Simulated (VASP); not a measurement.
# ZnS: electric field gradients, by functional and GGA

ZnS, P6_3mc (no. 186), 4 atoms in the cell.

| Functional | GGA | LASPH | Vzz of the first element (V/Å²) | Vzz of the second element (V/Å²) | Time (s) |
|---|---|---|---|---|---|
| LDA | CA | T | 19.82 | -5.64 | 8.3 |
| PBE | PE | T | 19.33 | -5.63 | 10 |
| PBEsol | PS | T | 19.19 | -5.34 | 9.5 |
| RPBE | RP | T | 19.34 | -5.64 | 9.2 |
| r2SCAN | default | T | 19.68 | -5.18 | 44 |
| SCAN | default | T | 20.12 | -5.57 | 42 |
| TPSS | default | T | 19.02 | -5.46 | 50 |
| PBE | PE | F | 19.27 | -5.49 | 8.8 |

## Input of the first row

INCAR:
```
  GGA = CA
  PREC = Accurate
  ENCUT = 450
  EDIFF = 1E-7
  LREAL = F
  LASPH = T
  ALGO = Normal
  NELM = 120
  LWAVE = F
  LCHARG = F
  ISMEAR = 0
  SIGMA = 0.02
  KPAR = 4
  LEFG = T
  QUAD_EFG = 150 -67.8
```

KPOINTS:
```
k-points
0
Gamma
  7 7 4
```

POSCAR:
```
ZnS
1.0
    3.8110000000      0.0000000000      0.0000000000
   -1.9055000000      3.3004228138      0.0000000000
    0.0000000000      0.0000000000      6.2340000000
Zn S
2 2
Direct
    0.6666666667      0.3333333333      0.5000000000
    0.3333333333      0.6666666667      0.0000000000
    0.6666666667      0.3333333333      0.8850000000
    0.3333333333      0.6666666667      0.3850000000
```

Commands:
```
cat potpaw_LDA.64/Zn/POTCAR potpaw_LDA.64/S/POTCAR > POTCAR
mpirun -np 4 vasp_std > vasp.out
```

Changes of the last row against the first:
```
- GGA = CA
- LASPH = True
+ GGA = PE
+ LASPH = False
- cat potpaw_LDA.64/Zn/POTCAR potpaw_LDA.64/S/POTCAR > POTCAR
+ cat potpaw_PBE.64/Zn/POTCAR potpaw_PBE.64/S/POTCAR > POTCAR
```

VASP 6.6.1 took 8.3 s on 4 cores (Intel Xeon Platinum 8375C @ 2.90GHz (Ice Lake)), a shared host.
